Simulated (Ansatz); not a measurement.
## Ga in Ansatz: the effect of functional

Crystal: Ga.

```
CELL_PARAMETERS angstrom
1.38300 -4.02650 0.00000
1.38300 4.02650 0.00000
-0.11745 0.00000 3.32993
ATOMIC_POSITIONS crystal
Ga 0.13100 0.86900 0.75000
Ga 0.86900 0.13100 0.25000
```

This isn't the form of Ga at room conditions, which is orthorhombic.

Alike in all runs:

| Quantity | Value |
| --- | --- |
| Program | Ansatz 0.2.0 |
| Task | band structure |
| Potentials or basis | all-electron LAPW, scalar-relativistic |
| Cutoff | 256 eV (chosen from the basis error) |
| Basis error allowed | 0.001 eV/atom |
| k mesh | 10 × 10 × 8 |
| Occupations | fermi-dirac, width 0.05 eV |
| Spin | no spin polarisation |

```csv
functional,pressure (GPa),largest force (eV/Å)
PBE,1.7,0.20
LDA,-3.9,0.18
PBEsol,?,?
```

**Question.** What does the run with functional PBEsol give?

**Answer.** Pressure -1.9 GPa; largest force 0.20 eV/Å.
